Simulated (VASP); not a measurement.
# BN (F-43m) in VASP: further runs, part 3 of 3

VASP 6.6.1. Earlier steps stand in the parts before.

### Step 5. Single point, PBE

File INCAR:

```
SYSTEM = BN
ALGO     = Normal         ! electronic algorithm
EDIFF    = 1E-6           ! SCF threshold, eV
ENCUT    = 600            ! plane-wave cutoff, eV
GGA      = PE             ! functional
GGA_COMPAT= .FALSE.      
ISIF     = 2              ! what is computed and relaxed
ISMEAR   = 0              ! smearing method
LASPH    = .TRUE.         ! aspherical terms in the spheres
LCHARG   = .FALSE.        ! write CHGCAR
LREAL    = .FALSE.        ! projectors in reciprocal space
LWAVE    = .FALSE.        ! write WAVECAR
NBANDS   = 11             ! bands
NELM     = 120            ! most SCF steps
PREC     = Accurate       ! precision mode
SIGMA    = 0.02           ! smearing width, eV
```

File KPOINTS:

```
k-points
0
G
  12 12 12
  0 0 0
```

File POSCAR:

```
BN
1.0
    0.0000000000      1.8123428894      1.8123428894
    1.8123428894      0.0000000000      1.8123428894
    1.8123428894      1.8123428894      0.0000000000
B N
1 1
Direct
    0.7500000000      0.7500000000      0.7500000000
    0.0000000000      0.0000000000      0.0000000000
```

Potentials or basis: VASP PAW PBE potentials, release 64 (B, N).

On the command line:

```
$ cat potpaw_PBE.64/B/POTCAR potpaw_PBE.64/N/POTCAR > POTCAR
$ mpirun -np 1 vasp_std > vasp.out
```

OUTCAR:

```text
SYSTEM = BN
   EDIFF = 1E-6
   ENCUT = 600
   GGA = PE
   ISIF = 2
   ISMEAR = 0
   LASPH = .TRUE.
   LREAL = .FALSE.
   NELM = 120
   PREC = Accurate

 ion  position               nearest neighbor table
   1  0.750  0.750  0.750-   2 1.57   2 1.57   2 1.57   2 1.57
   2  0.000  0.000  0.000-   1 1.57   1 1.57   1 1.57   1 1.57

  LATTYP: Found a face centered cubic cell.
 ALAT       =     3.6246857788

  Lattice vectors:

 A1 = (   0.0000000000,   1.8123428894,   1.8123428894)
 A2 = (   1.8123428894,   0.0000000000,   1.8123428894)
 A3 = (   1.8123428894,   1.8123428894,   0.0000000000)

Analysis of symmetry for initial positions (statically):
=====================================================================
 Subroutine PRICEL returns:
 Original cell was already a primitive cell.

 Routine SETGRP: Setting up the symmetry group for a
 face centered cubic supercell.

 Subroutine GETGRP returns: Found 24 space group operations
 (whereof 24 operations were pure point group operations)
 out of a pool of 48 trial point group operations.

The static configuration has the point symmetry T_d .

Analysis of symmetry for dynamics (positions and initial velocities):
=====================================================================
 Subroutine PRICEL returns:
 Original cell was already a primitive cell.

 Routine SETGRP: Setting up the symmetry group for a
 face centered cubic supercell.

 Subroutine GETGRP returns: Found 24 space group operations
 (whereof 24 operations were pure point group operations)
 out of a pool of 48 trial point group operations.

The dynamic configuration has the point symmetry T_d .

 Subroutine INISYM returns: Found 24 space group operations
 (whereof 24 operations are pure point group operations),
 and found     1 'primitive' translations

----------------------------------------------------------------------------------------

                                     Primitive cell

  volume of cell :      11.9056

  direct lattice vectors                    reciprocal lattice vectors
[... 112 lines left out ...]
   GGA     = PE    functional components
   LHFCALC =     F    Hartree Fock is set to
   AEXX    =    0.0000 exact exchange contribution
   IVDW    =     0    specifies the selected vdW correction
   LEPSILON=     F    determine dielectric tensor
   LRPA    =     F    only Hartree local field effects (RPA)
 non-spin polarized calculation
 Gauss-broadening in eV      SIGMA  =   0.02
  energy-cutoff  :      600.00
  volume of cell :       11.91
 maximum number of plane-waves:       415
   NGX = 11   NGY = 11   NGZ = 11

 number of electron       7.9999999 magnetization

 Free energy of the ion-electron system (eV)
  ---------------------------------------------------
  ext. energy  EPLUGINS =         0.00000000
  ---------------------------------------------------
  free energy    TOTEN  =       -17.45462951 eV

  energy without entropy =      -17.45462951  energy(sigma->0) =      -17.45462951

 E-fermi :   7.4055     XC(G=0): -12.7826

 val. band max:        7.3039874729   @ k =   0.0000   0.0000   0.0000
 cond. band min:      11.7549313505   @ k =   0.5000   0.5000   0.0000
 fundamental gap:      4.4509438775
 Fermi energy:         7.4055484296

 k-point     1 :       0.0000    0.0000    0.0000
  band No.  band energies     occupation
      1     -12.8358      2.00000
      2       7.3040      2.00000
      3       7.3040      2.00000
      4       7.3040      2.00000
      5      16.0855      0.00000
      6      16.0855      0.00000
      7      16.0855      0.00000
      8      17.5237      0.00000
      9      31.9058      0.00000
     10      34.9728      0.00000
     11      34.9728      0.00000
[... 309 lines left out ...]
 k-point    24 :      -0.4167    0.1667    0.0000
  band No.  band energies     occupation
      1      -8.2966      2.00000
      2      -2.6248      2.00000
      3       3.2079      2.00000
      4       4.7577      2.00000
      5      16.5765      0.00000
      6      19.4107      0.00000
      7      19.4867      0.00000
      8      22.8897      0.00000
      9      28.2588      0.00000
     10      32.5552      0.00000
     11      33.8232      0.00000

 [... further k-points ...]
[... 5 lines left out ...]
  --------------------------------------------------------------------------------------
  -------------------------------------------------------------------------------------
  Total       -0.0022662     -0.0022662     -0.0022662     -0.0000000      0.0000000      0.0000000
  in kB       -0.3049744     -0.3049744     -0.3049744     -0.0000000      0.0000000      0.0000000
  external PRESSURE =      -0.3049744 kB  Pullay stress =       0.0000000 kB

 VOLUME and BASIS-vectors are now :
 -----------------------------------------------------------------------------
  energy-cutoff  :      600.00
  volume of cell :       11.91
      direct lattice vectors                 reciprocal lattice vectors
     0.000000000  1.812342889  1.812342889    -0.275885983  0.275885983  0.275885983
     1.812342889  0.000000000  1.812342889     0.275885983 -0.275885983  0.275885983
     1.812342889  1.812342889  0.000000000     0.275885983  0.275885983 -0.275885983

 POSITION                                       TOTAL-FORCE (eV/Angst)
 -----------------------------------------------------------------------------------
      2.71851      2.71851      2.71851         0.000000      0.000000      0.000000
      0.00000      0.00000      0.00000        -0.000000     -0.000000     -0.000000
 -----------------------------------------------------------------------------------
    total drift:                                0.000000      0.000000      0.000000

  FREE ENERGIE OF THE ION-ELECTRON SYSTEM (eV)
  ---------------------------------------------------
  free  energy   TOTEN  =       -17.4546295079 eV

  energy  without entropy=      -17.4546295079  energy(sigma->0) =      -17.45462951
```

OSZICAR:

```text
N       E                     dE             d eps       ncg     rms          rms(c)
DAV:   1     0.976530423184E+01    0.97653E+01   -0.49255E+03  1624   0.795E+02
DAV:   2    -0.179345016816E+02   -0.27700E+02   -0.26384E+02  1915   0.173E+02
DAV:   3    -0.184074519883E+02   -0.47295E+00   -0.47179E+00  1890   0.176E+01
DAV:   4    -0.184079975636E+02   -0.54558E-03   -0.54556E-03  1716   0.650E-01
DAV:   5    -0.184079979828E+02   -0.41914E-06   -0.41912E-06  1854   0.191E-02    0.664E+00
DAV:   6    -0.175376538170E+02    0.87034E+00   -0.29551E+00  1754   0.104E+01    0.321E+00
DAV:   7    -0.174684010733E+02    0.69253E-01   -0.99390E-02  1785   0.264E+00    0.190E+00
DAV:   8    -0.174543579944E+02    0.14043E-01   -0.35577E-02  1766   0.138E+00    0.188E-01
DAV:   9    -0.174545349669E+02   -0.17697E-03   -0.95597E-04  1686   0.264E-01    0.828E-02
DAV:  10    -0.174546242028E+02   -0.89236E-04   -0.12548E-04  1733   0.102E-01    0.152E-02
DAV:  11    -0.174546294353E+02   -0.52326E-05   -0.89061E-06  1815   0.251E-02    0.104E-02
DAV:  12    -0.174546295079E+02   -0.72520E-07   -0.14747E-06  1014   0.900E-03
   1 F= -.17454630E+02 E0= -.17454630E+02  d E =-.123870E-15
```

Wall time 8.3 s (1 thread of Intel Xeon Platinum 8375C at 2.90GHz (Ice Lake), shared host); peak memory 0.12 GiB.

What came out:

```
Free energy            : -17.4546 eV
Pressure               : 0.0 GPa
Band gap on the k mesh : 4.45 eV, indirect (least direct gap 8.78 eV)
```

### Step 6. Summary

```tsv
cell	k mesh	smearing	gap on the mesh (eV)	pressure (GPa)
a = 2.563 Å, angles 60.0°, 2 atoms	8 × 8 × 8	gaussian 0.1 eV	4.45	0.0
a = 3.162 Å, angles 60.0°, 2 atoms	8 × 8 × 8	gaussian 0.1 eV	1.97	-67.9
a = 2.563 Å, angles 60.0°, 2 atoms	12 × 12 × 12	gaussian 0.02 eV	4.45	0.0
```

Alike in all rows: task single point; level PBE; potentials or basis VASP PAW PBE potentials, release 64 (B, N); no spin polarisation; cutoff (eV) 600.

Absolute energies hang on the potentials; compare differences alone.

### Step 7. Comparison with measurements

Step 5. A measured gap of BN is 6.4 eV (indirect; 300 K; a printed reference work, monograph); the calculated 4.45 eV misses it by -1.95 eV. The value is that of PBE on a finite k mesh, which can miss the band edges, without temperature or zero-point motion. Semilocal functionals fall short of measured gaps as a rule.
